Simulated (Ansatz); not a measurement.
Runs of Ansatz 0.2.0 on TiAl3. The structure is tetragonal, space group I4/mmm (No. 139). Conventional cell: a = 3.822 Å, b = 3.822 Å, c = 8.561 Å, α = 90.00°, β = 90.00°, γ = 90.00°. Around Ti (site symmetry 4/mmm) lie 12 Al at 2.70 to 2.87 Å. Al (site symmetry -4m2) has 8 Al at 2.70 to 2.87 Å and 4 Ti at 2.87 Å as nearest neighbours. Al (site symmetry 4/mmm) is surrounded by 4 Ti at 2.70 Å and 8 Al at 2.87 Å. The cell comes from a database or a generator and needn't be the stable form of this composition.

```tsv
task	level	cutoff (eV)	points for each segment of the path	gap on the mesh (eV)	pressure (GPa)
single point	r2SCANh	500	-	none	(a)
single point	PBEsol0	420	-	none	-2.0
single point	HF	420	-	none	5.4
single point	PBE0	420	-	none	(b)
band structure	HSEsol	420	4	none	-1.8
single point	r2SCAN0	500	-	none	-1.3
single point	r2SCAN50	500	-	none	-2.5
single point	B3LYP	420	-	none	2.3
```

Alike in all rows: potentials or basis Ansatz PAW; no spin polarisation; cell as given; k mesh 5 × 5 × 5; smearing fermi-dirac 0.05 eV; the mesh is coarse, so values aren't converged.

Question: Fill in the values left out.

Answer: (a) -0.5; (b) -0.2.

Caveats: all runs use coarse meshes; the PAW data sets come from PBE, with cores solved anew for the run's functional, which leaves a small shift of forces and pressure; the thresholds are loose for stress.

A gap of «none» marks a metal or a gap under the smearing width.
